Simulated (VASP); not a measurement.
# Ta (P-4) in VASP: relaxation of cell and atoms with PBE+D3(BJ)

Aim: the relaxation of cell and atoms of Ta with PBE+D3(BJ).

Everything below comes from runs of VASP 6.6.1. Logs are shortened: lines on timing, memory, paths and dates and some standing lists are left out, and cuts for length are marked.

## Step 1: The crystal as given

Symmetry: P-4, No. 81, tetragonal system. Conventional cell: a = 10.181 Å, b = 10.181 Å, c = 5.295 Å, α = 90.00°, β = 90.00°, γ = 90.00°. Ta (site symmetry 2) is surrounded by 12 Ta at 2.73 to 3.08 Å. Ta (site symmetry 1) has 12 Ta at 2.73 to 3.11 Å as nearest neighbours. Around Ta (site symmetry 1) lie 12 Ta at 2.76 to 3.13 Å. Around Ta (site symmetry 1) lie 6 Ta at 2.68 to 2.91 Å. Around Ta (site symmetry 1) lie 6 Ta at 2.74 to 2.89 Å. Around Ta (site symmetry 1) lie 9 Ta at 2.78 to 3.13 Å. Ta (site symmetry 1) has 7 Ta at 2.65 to 2.98 Å as nearest neighbours. Ta (site symmetry 1) is surrounded by 7 Ta at 2.65 to 2.97 Å.

This isn't the form of Ta at room conditions, which is bcc.

## Step 2: Relaxation of cell and atoms, PBE+D3(BJ)

INCAR

```
  PREC = Accurate
  ENCUT = 600
  EDIFF = 1E-6
  ISMEAR = 1
  SIGMA = 0.1
  LREAL = Auto
  LASPH = True
  NELM = 80
  ALGO = Normal
  ISIF = 3
  LWAVE = False
  LCHARG = False
  GGA = PE
  IVDW = 12
  IBRION = 2
  NSW = 90
  EDIFFG = -0.01
  KPAR = 8
```

KPOINTS

```
regular mesh
0
Gamma
  4 4 8
```

POSCAR

```
Ta
1.0
   10.1815000000      0.0000000000      0.0000000000
    0.0000000000     10.1815000000      0.0000000000
    0.0000000000      0.0000000000      5.2950000000
Ta
30
Direct
    0.5000000000      0.0000000000      0.2548000000
    0.0000000000      0.5000000000      0.7452000000
    0.7596300000      0.0664600000      0.2493000000
    0.0664600000      0.2403700000      0.7507000000
    0.2403700000      0.9335400000      0.2493000000
    0.9335400000      0.7596300000      0.7507000000
    0.4325100000      0.7374800000      0.2521000000
    0.7374800000      0.5674900000      0.7479000000
    0.5674900000      0.2625200000      0.2521000000
    0.2625200000      0.4325100000      0.7479000000
    0.0340800000      0.1273500000      0.2519000000
    0.1273500000      0.9659200000      0.7481000000
    0.9659200000      0.8726500000      0.2519000000
    0.8726500000      0.0340800000      0.7481000000
    0.3700700000      0.4647300000      0.2488000000
    0.4647300000      0.6299300000      0.7512000000
    0.6299300000      0.5352700000      0.2488000000
    0.5352700000      0.3700700000      0.7512000000
    0.1062000000      0.3949100000      0.2513000000
    0.3949100000      0.8938000000      0.7487000000
    0.8938000000      0.6050900000      0.2513000000
    0.6050900000      0.1062000000      0.7487000000
    0.8180900000      0.3180900000      0.0000000000
    0.3180900000      0.1819100000      0.0000000000
    0.1819100000      0.6819100000      0.0000000000
    0.6819100000      0.8180900000      0.0000000000
    0.8180900000      0.3181000000      0.5000000000
    0.3181000000      0.1819100000      0.5000000000
    0.1819100000      0.6819000000      0.5000000000
    0.6819000000      0.8180900000      0.5000000000
```

Potentials or basis: VASP PAW PBE potentials, release 64 (Ta_pv).

Launch:

```
cat potpaw_PBE.64/Ta_pv/POTCAR > POTCAR
mpirun -np 8 vasp_std > vasp.out
```

OUTCAR:

```text
PREC = Accurate
   ENCUT = 600
   EDIFF = 1E-6
   ISMEAR = 1
   LREAL = Auto
   LASPH = True
   NELM = 80
   ISIF = 3
   GGA = PE
   IVDW = 12
   IBRION = 2
   NSW = 90
   EDIFFG = -0.01
 IVDW          = 12

 ion  position               nearest neighbor table
   1  0.500  0.000  0.255-   3 2.73   5 2.73   7 2.76   9 2.76  28 2.92  30 2.92  24 2.95  26 2.95
                            20 3.03  22 3.03  20 3.08  22 3.08
   2  0.000  0.500  0.745-   4 2.73   6 2.73   8 2.76  10 2.76  27 2.92  29 2.92  23 2.95  25 2.95
                            19 3.03  21 3.03  19 3.08  21 3.08
   3  0.760  0.066  0.249-   1 2.73   9 2.79  11 2.86  13 2.88  14 2.90  14 2.91  23 2.94  27 2.95
                            26 2.96  30 2.96  22 3.10  22 3.11
   4  0.066  0.240  0.751-   2 2.73  10 2.79  12 2.86  14 2.88  11 2.90  11 2.91  24 2.94  28 2.95
                            23 2.96  27 2.96  19 3.10  19 3.11
   5  0.240  0.934  0.249-   1 2.73   7 2.79  13 2.86  11 2.88  12 2.90  12 2.91  25 2.94  29 2.95
                            24 2.96  28 2.96  20 3.10  20 3.11
   6  0.934  0.760  0.751-   2 2.73   8 2.79  14 2.86  12 2.88  13 2.90  13 2.91  26 2.94  30 2.95
                            25 2.96  29 2.96  21 3.10  21 3.11
   7  0.433  0.737  0.252-   1 2.76   5 2.79  15 2.85  17 2.88  16 2.88  16 2.89  29 2.92  25 2.93
                            30 2.97  26 2.98  20 3.10  20 3.13
   8  0.737  0.567  0.748-   2 2.76   6 2.79  16 2.85  18 2.88  17 2.88  17 2.89  30 2.92  26 2.93
                            27 2.97  23 2.98  21 3.10  21 3.13
   9  0.567  0.263  0.252-   1 2.76   3 2.79  17 2.85  15 2.88  18 2.88  18 2.89  27 2.92  23 2.93
[... 29 lines left out ...]
  24  0.318  0.182  0.000-  28 2.65  28 2.65  10 2.93   4 2.94   1 2.95   5 2.96   9 2.98  18 3.21
                            15 3.21  12 3.22  11 3.23  22 3.30  20 3.31  19 3.34
  25  0.182  0.682  0.000-  29 2.65  29 2.65   7 2.93   5 2.94   2 2.95   6 2.96  10 2.98  15 3.21
                            16 3.21  13 3.22  12 3.23  19 3.30  21 3.31  20 3.34
  26  0.682  0.818  0.000-  30 2.65  30 2.65   8 2.93   6 2.94   1 2.95   3 2.96   7 2.98  16 3.21
                            17 3.21  14 3.22  13 3.23  20 3.30  22 3.31  21 3.34
  27  0.818  0.318  0.500-  23 2.65  23 2.65   2 2.92   9 2.92   3 2.95   4 2.96   8 2.97  17 3.21
                            11 3.21  18 3.22  14 3.22  21 3.30  19 3.31  22 3.33
  28  0.318  0.182  0.500-  24 2.65  24 2.65   1 2.92  10 2.92   4 2.95   5 2.96   9 2.97  18 3.21
                            12 3.21  15 3.22  11 3.22  22 3.30  20 3.31  19 3.33
  29  0.182  0.682  0.500-  25 2.65  25 2.65   2 2.92   7 2.92   5 2.95   6 2.96  10 2.97  15 3.21
                            13 3.21  16 3.22  12 3.22  19 3.30  21 3.31  20 3.33
  30  0.682  0.818  0.500-  26 2.65  26 2.65   1 2.92   8 2.92   6 2.95   3 2.96   7 2.97  16 3.21
                            14 3.21  17 3.22  13 3.22  20 3.30  22 3.31  21 3.33

  LATTYP: Found a simple tetragonal cell.
 ALAT       =    10.1815000000
 C/A-ratio  =     0.5200608948

  Lattice vectors:

 A1 = (  10.1815000000,   0.0000000000,   0.0000000000)
 A2 = (   0.0000000000,  10.1815000000,   0.0000000000)
 A3 = (   0.0000000000,   0.0000000000,   5.2950000000)

Analysis of symmetry for initial positions (statically):
=====================================================================
 Subroutine PRICEL returns:
 Original cell was already a primitive cell.

 Routine SETGRP: Setting up the symmetry group for a
 simple tetragonal supercell.

 Subroutine GETGRP returns: Found  4 space group operations
 (whereof  4 operations were pure point group operations)
 out of a pool of 16 trial point group operations.

The static configuration has the point symmetry S_4 .
[... 187 lines left out ...]
   IMIX   =      4    mixing-type and parameters
     AMIX     =   0.40;   BMIX     =  1.00
     AMIX_MAG =   1.60;   BMIX_MAG =  1.00
  volume/ion in A,a.u.               =      18.30       123.47
  Fermi-wavevector in a.u.,A,eV,Ry     =   1.381708  2.611050 25.975118  1.909117
  Thomas-Fermi vector in A             =   2.506467
   LORBIT       =      0    0 simple, 1 ext, 2 COOP (PROOUT), +10 PAW based schemes
   GGA     = PE    functional components
   LHFCALC =     F    Hartree Fock is set to
   AEXX    =    0.0000 exact exchange contribution
   IVDW    =    12    specifies the selected vdW correction
   LEPSILON=     F    determine dielectric tensor
   LRPA    =     F    only Hartree local field effects (RPA)
 conjugate gradient relaxation of ions
 non-spin polarized calculation
 Methfessel and Paxton  Order N= 1 SIGMA  =   0.10
  energy-cutoff  :      600.00
  volume of cell :      548.90
 maximum number of plane-waves:     18372
 NGX is ok and might be reduce to    84
   NGX = 41   NGY = 41   NGZ = 21

--------------------------------------- Ionic step        1  -------------------------------------------

 number of electron     329.9999984 magnetization

 Free energy of the ion-electron system (eV)
  ---------------------------------------------------
  ext. energy  EPLUGINS =         0.00000000
  ---------------------------------------------------
  free energy    TOTEN  =      -354.21933969 eV

  energy without entropy =     -354.22092754  energy(sigma->0) =     -354.21986897

------------------------ aborting loop because EDIFF is reached ----------------------------------------

 Edisp (eV)  -19.55698

 E6    (eV) :    -9.3178
[... 195 lines left out ...]
  FREE ENERGIE OF THE ION-ELECTRON SYSTEM (eV)
  ---------------------------------------------------
  free  energy   TOTEN  =      -373.8204976545 eV

  energy  without entropy=     -373.8217428469  energy(sigma->0) =     -373.82091272

[... ionic steps 4 to 11 ...]

--------------------------------------- Ionic step       12  -------------------------------------------

 number of electron     329.9999975 magnetization

------------------------ aborting loop because EDIFF is reached ----------------------------------------
[... 135 lines left out ...]
--------------------------------------- Ionic step       14  -------------------------------------------

 number of electron     329.9999975 magnetization

 Free energy of the ion-electron system (eV)
  ---------------------------------------------------
  ext. energy  EPLUGINS =         0.00000000
  ---------------------------------------------------
  free energy    TOTEN  =      -354.12923975 eV

  energy without entropy =     -354.12925985  energy(sigma->0) =     -354.12924645

 E-fermi :   5.5074     XC(G=0): -12.5743

 val. band max:        5.5062607795   @ k =   0.0000   0.0000   0.1250
 cond. band min:       5.5076943703   @ k =   0.5000   0.0000   0.1250
 fundamental gap:      0.0014335908
 Fermi energy:         5.5074067782

 k-point     1 :       0.0000    0.0000    0.0000
  band No.  band energies     occupation
      1     -29.1536      2.00000
      2     -29.1341      2.00000
      3     -29.1341      2.00000
      4     -29.0594      2.00000
      5     -28.9038      2.00000
      6     -28.8592      2.00000
[... 4309 lines left out ...]
    176       6.3787     -0.00000
    177       6.4656     -0.00000

 [... further k-points ...]

 [bands above 177 left out]

------------------------ aborting loop because EDIFF is reached ----------------------------------------

 Edisp (eV)  -19.71744

 E6    (eV) :    -9.3935
[... 55 lines left out ...]
  FREE ENERGIE OF THE ION-ELECTRON SYSTEM (eV)
  ---------------------------------------------------
  free  energy   TOTEN  =      -373.8466809680 eV

  energy  without entropy=     -373.8467010744  energy(sigma->0) =     -373.84668767

 reached required accuracy - stopping structural energy minimisation
```

OSZICAR:

```text
N       E                     dE             d eps       ncg     rms          rms(c)
DAV:   1     0.397208081134E+04    0.39721E+04   -0.19462E+05 11912   0.194E+03
DAV:   2    -0.100803299233E+03   -0.40729E+04   -0.39705E+04 11904   0.578E+02
DAV:   3    -0.355339198822E+03   -0.25454E+03   -0.23604E+03 14610   0.118E+02
DAV:   4    -0.368886979615E+03   -0.13548E+02   -0.12872E+02 13976   0.216E+01
[... 129 lines left out ...]
DAV:   2    -0.354129233494E+03   -0.48603E-03   -0.56998E-03 11990   0.230E-01    0.235E-02
DAV:   3    -0.354129243184E+03   -0.96903E-05   -0.18123E-04 15288   0.429E-02    0.169E-02
DAV:   4    -0.354129238028E+03    0.51560E-05   -0.34619E-05 14168   0.257E-02    0.875E-03
DAV:   5    -0.354129239404E+03   -0.13760E-05   -0.82946E-06 11328   0.867E-03    0.564E-03
DAV:   6    -0.354129239745E+03   -0.34081E-06   -0.15059E-06  7856   0.534E-03
  14 F= -.37384668E+03 E0= -.37384669E+03  d E =-.127652E-03
```

Wall time 2.1 h (8 MPI ranks of Intel Xeon Platinum 8488C (Sapphire Rapids), shared host); peak memory 2.4 GiB.

Results:

```yaml
Free_energy: -373.8467 eV
Relaxed_volume: 18.15 Å³/atom
Relaxed_cell: a = 10.145 Å, b = 10.145 Å, c = 5.291 Å, α = 90.00°, β = 90.00°, γ = 90.00°
Space_group_after_relaxing_to_0.05_Å: P4_2/mnm (No. 136)
Energy_gained_by_relaxing: 2.3 meV/atom
Ionic_steps: 14
Pressure_after_relaxing: 0.0 GPa
Largest_force_after_relaxing: 0.009 eV/Å
Band_gap_on_the_k_mesh: none (metal or under the smearing width)
Dispersion_energy_per_atom: -0.657 eV
```

Forces in eV/Å, atoms in the order of the input:
```
Ta   0.000  0.000  0.000
Ta   0.000  0.000  0.000
Ta   0.000  0.003  0.003
Ta   0.003  0.000 -0.003
Ta   0.000 -0.003  0.003
Ta  -0.003  0.000 -0.003
Ta   0.003 -0.002 -0.004
Ta  -0.002 -0.003  0.004
Ta  -0.003  0.002 -0.004
Ta   0.002  0.003  0.004
Ta  -0.003 -0.002 -0.002
Ta  -0.002  0.003  0.002
Ta   0.003  0.002 -0.002
Ta   0.002 -0.003  0.002
Ta  -0.001 -0.007  0.006
Ta  -0.007  0.001 -0.006
Ta   0.001  0.007  0.006
Ta   0.007 -0.001 -0.006
Ta   0.000 -0.004 -0.002
Ta  -0.004  0.000  0.002
Ta   0.000  0.004 -0.002
Ta   0.004  0.000  0.002
Ta   0.006 -0.003  0.000
Ta  -0.003 -0.006  0.000
Ta  -0.006  0.003  0.000
Ta   0.003  0.006  0.000
Ta  -0.003  0.001 -0.001
Ta   0.001  0.003  0.001
Ta   0.003 -0.001 -0.001
Ta  -0.001 -0.003  0.001
```

The path:
| step | energy change (eV) | largest force (eV/Å) | pressure (GPa) | volume (Å³) |
| --- | --- | --- | --- | --- |
| 1 | 0.0000 | 0.3296 | -1.58 | 548.90 |
| 2 | 0.0570 | 0.1306 | 3.94 | 534.68 |
| 3 | -0.0442 | 0.2123 | 0.55 | 543.18 |
| 4 | -0.0656 | 0.0964 | -0.06 | 544.69 |
| 5 | -0.0656 | 0.0958 | -0.03 | 544.61 |
| 6 | -0.0690 | 0.0458 | 0.00 | 544.55 |
| 7 | -0.0692 | 0.0460 | 0.00 | 544.53 |
| 8 | -0.0698 | 0.0218 | -0.01 | 544.55 |
| 9 | -0.0698 | 0.0233 | -0.01 | 544.55 |
| 10 | -0.0701 | 0.0140 | 0.02 | 544.47 |
| 11 | -0.0702 | 0.0137 | 0.05 | 544.40 |
| 12 | -0.0702 | 0.0106 | -0.10 | 544.80 |
| 13 | -0.0702 | 0.0115 | -0.04 | 544.63 |
| 14 | -0.0704 | 0.0088 | -0.02 | 544.57 |

Final structure:
```
CELL_PARAMETERS angstrom
10.14515 0.00000 0.00000
0.00000 10.14515 0.00000
0.00000 0.00000 5.29100
ATOMIC_POSITIONS crystal
Ta 0.50000 0.00000 0.25018
Ta 0.00000 0.50000 0.74982
Ta 0.76106 0.06711 0.24984
Ta 0.06711 0.23894 0.75016
Ta 0.23894 0.93289 0.24984
Ta 0.93289 0.76106 0.75016
Ta 0.43285 0.73898 0.25066
Ta 0.73898 0.56715 0.74934
Ta 0.56715 0.26102 0.25066
Ta 0.26102 0.43285 0.74934
Ta 0.03481 0.12889 0.25019
Ta 0.12889 0.96519 0.74981
Ta 0.96519 0.87111 0.25019
Ta 0.87111 0.03481 0.74981
Ta 0.37113 0.46528 0.24927
Ta 0.46528 0.62887 0.75073
Ta 0.62887 0.53472 0.24927
Ta 0.53472 0.37113 0.75073
Ta 0.10492 0.39512 0.24974
Ta 0.39512 0.89508 0.75026
Ta 0.89508 0.60488 0.24974
Ta 0.60488 0.10492 0.75026
Ta 0.81843 0.31868 0.00074
Ta 0.31868 0.18157 0.99926
Ta 0.18157 0.68132 0.00074
Ta 0.68132 0.81843 0.99926
Ta 0.81868 0.31850 0.49918
Ta 0.31850 0.18132 0.50082
Ta 0.18132 0.68150 0.49918
Ta 0.68150 0.81868 0.50082
```

Caveat: pairwise dispersion overbinds metals, which lowers pressure and volume.
